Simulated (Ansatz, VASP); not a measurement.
## Two plane-wave programs on MgI2

The input INCAR:

```
PREC = Accurate
ENCUT = 520
EDIFF = 1E-7
ISMEAR = 0
SIGMA = 0.05
LREAL = F
LASPH = T
NELM = 100
ALGO = Normal
ISIF = 2
LWAVE = F
LCHARG = F
GGA = PE
NBANDS = 15
```

File KPOINTS:

```
Automatic mesh
0
Gamma
  6 6 4
```

POSCAR

```
MgI2
1.0
    4.1387920735      0.0000000000      0.0000000000
   -2.0693960368      3.5842990767      0.0000000000
    0.0000000000      0.0000000000      7.6847014931
Mg I
1 2
Direct
    0.0000000000      0.0000000000      0.0000000000
    0.3333333333      0.6666666667      0.7666648737
    0.6666666667      0.3333333333      0.2333351263
```

Input for Ansatz:

```yaml
crystal:
  lattice:
    - [4.1387920735, 0.0, 0.0]
    - [-2.0693960368, 3.5842990767, 0.0]
    - [0.0, 0.0, 7.6847014931]
  atoms:
    - { symbol: Mg, position: [0.0, 0.0, 0.0] }
    - { symbol: I, position: [0.3333333333, 0.6666666667, 0.7666648737] }
    - { symbol: I, position: [0.6666666667, 0.3333333333, 0.2333351263] }
basis:
  ecutwfc: 520.0
kpoints:
  mp_grid: { grid: [6, 6, 4] }
hamiltonian:
  xc: pbe
scf:
  occupations: { method: gaussian, width: 0.05 }
output:
  forces: true
  stress: true
  eigenvalues: true
```

Alike in both runs: task single point; functional PBE; k mesh 6 × 6 × 4; occupations gaussian, width 0.05 eV; no spin polarisation.

```csv
,VASP,Ansatz
version,VASP 6.6.1,Ansatz 0.2.0
potentials or method,"VASP PAW PBE potentials, release 64 (Mg, I)","scalar-relativistic, plane waves, PAW"
plane-wave cutoff (eV),520,520
valence electrons in the cell,16,44
```

VASP gave:

- gap on the k mesh at the Fermi level (eV): 3.30
- least direct gap on the mesh (eV): 3.41
- pressure (GPa): -0.7
- largest component of the traceless stress (GPa): 1.43
- rms of the force components (eV/Å): 0.217

Question: What did Ansatz give for the same quantities?

Answer: gap on the k mesh at the Fermi level (eV): 3.32; least direct gap on the mesh (eV): 3.42; pressure (GPa): -0.7; largest component of the traceless stress (GPa): 1.44; rms of the force components (eV/Å): 0.212.

Atom by atom the forces differ by 0.005 eV/Å (rms over components). The two sets of potentials don't hold the same shells in valence.

Caveats: spin-orbit coupling is left out, which moves the levels of the heavy elements; this functional lacks dispersion, which binds the layers, so the pressure and a relaxed spacing across them are unreliable. A k mesh can miss the band edges.
